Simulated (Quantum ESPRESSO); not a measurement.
# InP (F-43m) in Quantum ESPRESSO: further runs, part 2 of 3

Quantum ESPRESSO 7.5.

**3. Phonons and Raman activities, LDA**

pw.in

```
&CONTROL
  calculation = 'scf'
  prefix = 'pwscf'
  outdir = './tmp'
  pseudo_dir = './pseudo'
  tprnfor = .true.
  tstress = .true.
  disk_io = 'low'
/
&SYSTEM
  ibrav = 0
  nat = 2
  ntyp = 2
  ecutwfc = 70
  nbnd = 15
  occupations = 'smearing'
  smearing = 'fd'
  degauss = 0.00367493
/
&ELECTRONS
  conv_thr = 4d-10
  electron_maxstep = 120
  mixing_beta = 0.5
/
ATOMIC_SPECIES
In   114.8180 In.upf
P     30.9738 P.upf
CELL_PARAMETERS angstrom
   0.0000000000    2.9305000000    2.9305000000
   2.9305000000    0.0000000000    2.9305000000
   2.9305000000    2.9305000000    0.0000000000
ATOMIC_POSITIONS crystal
In     0.0000000000    0.0000000000    0.0000000000
P      0.7500000000    0.7500000000    0.7500000000
K_POINTS automatic
4 4 4 1 1 1
```

relax.in

```
&CONTROL
  calculation = 'vc-relax'
  prefix = 'pwscf'
  outdir = './tmp'
  pseudo_dir = './pseudo'
  tprnfor = .true.
  tstress = .true.
  disk_io = 'low'
  nstep = 40
  forc_conv_thr = 0.0001
  etot_conv_thr = 1d-06
/
&SYSTEM
  ibrav = 0
  nat = 2
  ntyp = 2
  ecutwfc = 70
  nbnd = 15
  occupations = 'smearing'
  smearing = 'fd'
  degauss = 0.00367493
/
&ELECTRONS
  conv_thr = 4d-10
  electron_maxstep = 120
  mixing_beta = 0.5
/
&IONS
  ion_dynamics = 'bfgs'
/
&CELL
  cell_dynamics = 'bfgs'
  press = 0
  press_conv_thr = 0.2
/
ATOMIC_SPECIES
In   114.8180 In.upf
P     30.9738 P.upf
CELL_PARAMETERS angstrom
   0.0000000000    2.9305000000    2.9305000000
   2.9305000000    0.0000000000    2.9305000000
   2.9305000000    2.9305000000    0.0000000000
ATOMIC_POSITIONS crystal
In     0.0000000000    0.0000000000    0.0000000000
P      0.7500000000    0.7500000000    0.7500000000
K_POINTS automatic
4 4 4 1 1 1
```

scf2.in

```
&CONTROL
  calculation = 'scf'
  prefix = 'pwscf'
  outdir = './tmp'
  pseudo_dir = './pseudo'
  tprnfor = .true.
  tstress = .true.
  disk_io = 'low'
/
&SYSTEM
  ibrav = 0
  nat = 2
  ntyp = 2
  ecutwfc = 70
  nbnd = 15
  occupations = 'fixed'
/
&ELECTRONS
  conv_thr = 1d-13
  electron_maxstep = 120
  mixing_beta = 0.5
  startingpot = 'file'
  startingwfc = 'file'
/
ATOMIC_SPECIES
In   114.8180 In.upf
P     30.9738 P.upf
CELL_PARAMETERS angstrom
   0.0000000000    2.9113259051    2.9113259051
   2.9113259051    0.0000000000    2.9113259051
   2.9113259051    2.9113259051    0.0000000000
ATOMIC_POSITIONS crystal
In     0.0000000000    0.0000000000    0.0000000000
P      0.7500000000    0.7500000000    0.7500000000
K_POINTS automatic
4 4 4 1 1 1
```

ph.in

```
raman of InP
&INPUTPH
  prefix = 'pwscf'
  outdir = './tmp'
  tr2_ph = 1d-16
  fildyn = 'dyn'
  niter_ph = 60
  alpha_mix(1) = 0.7
  epsil = .true.
/
0.0000000000 0.0000000000 0.0000000000
```

dynmat.in

```
&INPUT
  fildyn = 'dyn'
  asr = 'crystal'
  lperm = .true.
  filout = 'dynmat.disp'
  fileig = 'dynmat.eig'
/
```

dynmat_lo.in

```
&INPUT
  fildyn = 'dyn'
  asr = 'crystal'
  filout = 'dynmat_lo.disp'
  fileig = 'dynmat_lo.eig'
  q(1) = 0
  q(2) = 0
  q(3) = 1
/
```

scf_1x+.in

```
&CONTROL
  calculation = 'scf'
  prefix = 'pwscf'
  outdir = './tmp'
  pseudo_dir = './pseudo'
  tprnfor = .true.
  disk_io = 'low'
/
&SYSTEM
  ibrav = 0
  nat = 2
  ntyp = 2
  ecutwfc = 70
  nbnd = 15
  occupations = 'fixed'
/
&ELECTRONS
  conv_thr = 1d-12
  electron_maxstep = 120
  mixing_beta = 0.5
/
ATOMIC_SPECIES
In   114.8180 In.upf
P     30.9738 P.upf
CELL_PARAMETERS angstrom
   0.0000000000    2.9113259051    2.9113259051
   2.9113259051    0.0000000000    2.9113259051
   2.9113259051    2.9113259051    0.0000000000
ATOMIC_POSITIONS crystal
In    -0.0025761458    0.0025761458    0.0025761458
P      0.7500000000    0.7500000000    0.7500000000
K_POINTS automatic
4 4 4 1 1 1
```

eps_1x+.in

```
dielectric tensor, atom 1 moved
&INPUTPH
  prefix = 'pwscf'
  outdir = './tmp'
  tr2_ph = 1d-15
  epsil = .true.
  trans = .false.
  zeu = .false.
/
0.0 0.0 0.0
```

scf_1x-.in

```
&CONTROL
  calculation = 'scf'
  prefix = 'pwscf'
  outdir = './tmp'
  pseudo_dir = './pseudo'
  tprnfor = .true.
  disk_io = 'low'
/
&SYSTEM
  ibrav = 0
  nat = 2
  ntyp = 2
  ecutwfc = 70
  nbnd = 15
  occupations = 'fixed'
/
&ELECTRONS
  conv_thr = 1d-12
  electron_maxstep = 120
  mixing_beta = 0.5
/
ATOMIC_SPECIES
In   114.8180 In.upf
P     30.9738 P.upf
CELL_PARAMETERS angstrom
   0.0000000000    2.9113259051    2.9113259051
   2.9113259051    0.0000000000    2.9113259051
   2.9113259051    2.9113259051    0.0000000000
ATOMIC_POSITIONS crystal
In     0.0025761458   -0.0025761458   -0.0025761458
P      0.7500000000    0.7500000000    0.7500000000
K_POINTS automatic
4 4 4 1 1 1
```

eps_1x-.in

```
dielectric tensor, atom 1 moved
&INPUTPH
  prefix = 'pwscf'
  outdir = './tmp'
  tr2_ph = 1d-15
  epsil = .true.
  trans = .false.
  zeu = .false.
/
0.0 0.0 0.0
```

Potentials or basis: PseudoDojo 0.4.1 SR LDA standard.

Command:

```console
$ OMP_NUM_THREADS=1 pw.x -in pw.in > pw.out
$ OMP_NUM_THREADS=1 pw.x -in relax.in > relax.out
$ OMP_NUM_THREADS=1 pw.x -in scf2.in > scf2.out
$ OMP_NUM_THREADS=1 ph.x -in ph.in > ph.out
$ OMP_NUM_THREADS=1 dynmat.x -in dynmat.in > dynmat.out
$ OMP_NUM_THREADS=1 dynmat.x -in dynmat_lo.in > dynmat_lo.out
$ OMP_NUM_THREADS=1 pw.x -in scf_1x+.in > scf_1x+.out
$ OMP_NUM_THREADS=1 ph.x -in eps_1x+.in > eps_1x+.out
$ OMP_NUM_THREADS=1 pw.x -in scf_1x-.in > scf_1x-.out
$ OMP_NUM_THREADS=1 ph.x -in eps_1x-.in > eps_1x-.out
$ OMP_NUM_THREADS=1 pw.x -in scf_1y+.in > scf_1y+.out
$ OMP_NUM_THREADS=1 ph.x -in eps_1y+.in > eps_1y+.out
$ OMP_NUM_THREADS=1 pw.x -in scf_1y-.in > scf_1y-.out
$ OMP_NUM_THREADS=1 ph.x -in eps_1y-.in > eps_1y-.out
$ OMP_NUM_THREADS=1 pw.x -in scf_1z+.in > scf_1z+.out
$ OMP_NUM_THREADS=1 ph.x -in eps_1z+.in > eps_1z+.out
$ OMP_NUM_THREADS=1 pw.x -in scf_1z-.in > scf_1z-.out
$ OMP_NUM_THREADS=1 ph.x -in eps_1z-.in > eps_1z-.out
```

pw.out:

```text
This program is part of the open-source Quantum ESPRESSO suite
     for quantum simulation of materials; please cite
         "P. Giannozzi et al., J. Phys.:Condens. Matter 21 395502 (2009);
         "P. Giannozzi et al., J. Phys.:Condens. Matter 29 465901 (2017);
         "P. Giannozzi et al., J. Chem. Phys. 152 154105 (2020);
     in publications or presentations arising from this work. More details at

     Message from routine setup:
     using ibrav=0 with symmetry is DISCOURAGED, use correct ibrav instead

     G-vector sticks info
     --------------------
     sticks:   dense  smooth     PW     G-vecs:    dense   smooth      PW
     Sum        1177    1177    349                26813    26813    4279

     Using Slab Decomposition

     bravais-lattice index     =            0
     lattice parameter (alat)  =       7.8317  a.u.
     unit-cell volume          =     339.6658 (a.u.)^3
     number of atoms/cell      =            2
[... 184 lines left out ...]

          k =-0.6187 0.0884 0.0884 (  3351 PWs)   bands (ev):

    -7.5005  -7.2401  -7.2325  -7.2181  -7.1462  -2.4002   1.2461   4.1708
     4.6858   8.8231   9.6922  14.5657  15.1317  16.2801  17.7543

          k = 0.2652 0.2652 0.2652 (  3365 PWs)   bands (ev):
[... 6 lines left out ...]
    -7.4629  -7.2759  -7.2597  -7.1834  -7.1667  -2.5671   1.3208   3.7364
     5.3763   9.4855  11.6789  13.0278  13.5514  15.3387  16.0405

     the Fermi energy is     7.5016 ev

!    total energy              =    -146.43841885 Ry
     estimated scf accuracy    <          3.4E-10 Ry
     smearing contrib. (-TS)   =      -0.00000000 Ry
     internal energy E=F+TS    =    -146.43841885 Ry

     The total energy is F=E-TS. E is the sum of the following terms:
     one-electron contribution =     -49.86339117 Ry
     hartree contribution      =      36.70525384 Ry
     xc contribution           =     -43.55987732 Ry
     ewald contribution        =     -89.72040420 Ry

     convergence has been achieved in   9 iterations

     Forces acting on atoms (cartesian axes, Ry/au):

     atom    1 type  1   force =     0.00000000    0.00000000    0.00000000
     atom    2 type  2   force =    -0.00000000    0.00000000   -0.00000000

     Total force =     0.000000     Total SCF correction =     0.000000

     Computing stress (Cartesian axis) and pressure

          total   stress  (Ry/bohr**3)                   (kbar)     P=      -13.38
  -0.00009092  -0.00000000  -0.00000000          -13.38       -0.00       -0.00
  -0.00000000  -0.00009092   0.00000000           -0.00      -13.38        0.00
   0.00000000   0.00000000  -0.00009092            0.00        0.00      -13.38

=------------------------------------------------------------------------------=
   JOB DONE.
=------------------------------------------------------------------------------=
```

Wall time 28 min (1 thread of AMD EPYC 7R13 (Zen 3), shared host); peak memory 0.09 GiB.

What came out:

- Free energy: -1992.4003 eV
- Relaxed volume: 24.68 Å³/atom
- Relaxed cell: a = 4.117 Å, b = 4.117 Å, c = 4.117 Å, α = 60.00°, β = 60.00°, γ = 60.00°
- Space group after relaxing (to 0.05 Å): F-43m (No. 216)
- Pressure after relaxing: 0.0 GPa
- Electronic dielectric tensor (diagonal): 12.25
- Born charges (mean of the diagonal): In +2.48; P -2.57 e
- Highest phonon frequency at Γ, LO-TO splitting left out: 304 cm⁻¹
- Static dielectric tensor (diagonal): 15.06

The path:
```tsv
step	energy change (eV)	largest force (eV/Å)	pressure (GPa)	volume (Å³)
1	0.0000	0.0000	-1.34	50.33
2	-0.0024	0.0000	-0.89	49.99
3	-0.0041	0.0000	-0.18	49.48
4	-0.0042	0.0000	0.00	49.35
5	-0.0042	0.0000	0.00	49.35
```

Final structure:
```cif
data_structure
_symmetry_space_group_name_H-M 'P 1'
_symmetry_Int_Tables_number 1
_cell_length_a 4.1172
_cell_length_b 4.1172
_cell_length_c 4.1172
_cell_angle_alpha 60.000
_cell_angle_beta 60.000
_cell_angle_gamma 60.000
_cell_volume 49.35
loop_
_atom_site_label
_atom_site_type_symbol
_atom_site_fract_x
_atom_site_fract_y
_atom_site_fract_z
_atom_site_occupancy
In1 In 0.00000 0.00000 0.00000 1
P1 P 0.75000 0.75000 0.75000 1
```

Levels at points of the mesh, in eV from the valence-band top:
```
           k point  band 5  band 6  band 7  band 8  band 9  band 10  band 11  band 12  band 13  band 14
(0.12, 0.12, 0.12)  -13.90  -11.31   -1.41    0.00    0.00     1.76     4.33     4.45     4.45     8.97
```

Phonon frequencies in cm⁻¹ (negative: imaginary):
| q point | frequencies |
| --- | --- |
| (0.000, 0.000, 0.000) | 2 2 2 304 304 304 |

Electronic dielectric tensor:
```
12.25  0.00  0.00
 0.00 12.25  0.00
 0.00  0.00 12.25
```

Born effective charge tensors (e):
atom 1, In
```
2.48 0.00 0.00
0.00 2.48 0.00
0.00 0.00 2.48
```
atom 2, P
```
-2.57  0.00  0.00
 0.00 -2.57  0.00
 0.00  0.00 -2.57
```

Optical modes at Γ, degenerate ones joined, polar ones without the macroscopic field:
| cm⁻¹ | components | symmetry | active in | IR intensity, summed ((D/Å)²/amu) |
| --- | --- | --- | --- | --- |
| 304 | 3 | T2 | IR and Raman | 18.09 |

Zone-centre frequencies without and with the macroscopic field along z (cm⁻¹):
```
                optical modes in rising order
       without                    304 304 304
with the field                    304 304 337
```

Static dielectric tensor, electrons and zone-centre modes:
```
15.06  0.00  0.00
 0.00 15.06  0.00
 0.00  0.00 15.06
```

Non-resonant Raman activities from finite differences of the dielectric tensor, degenerate modes summed:
| cm⁻¹ | modes | symmetry | activity (Å⁴/amu) |
| --- | --- | --- | --- |
| 304 | 3 | T2 | 1026.2 |

Volume times the derivative of the susceptibility by an atom's move (Å²), components over 0.05:
| atom | move | component | value |
| --- | --- | --- | --- |
| 1 In | x | yz | 19.93 |
| 1 In | y | xz | 19.93 |
| 1 In | z | xy | 19.93 |
| 2 P | x | yz | -19.93 |
| 2 P | y | xz | -19.93 |
| 2 P | z | xy | -19.93 |

Caveat: the k mesh is coarse; the mesh is thin for the dielectric tensor, Born charges and intensities, which usually come out too large; the Born charges break their sum rule by 0.10 e, a sign of too thin a mesh.

(Continued in part 3 of 3.)
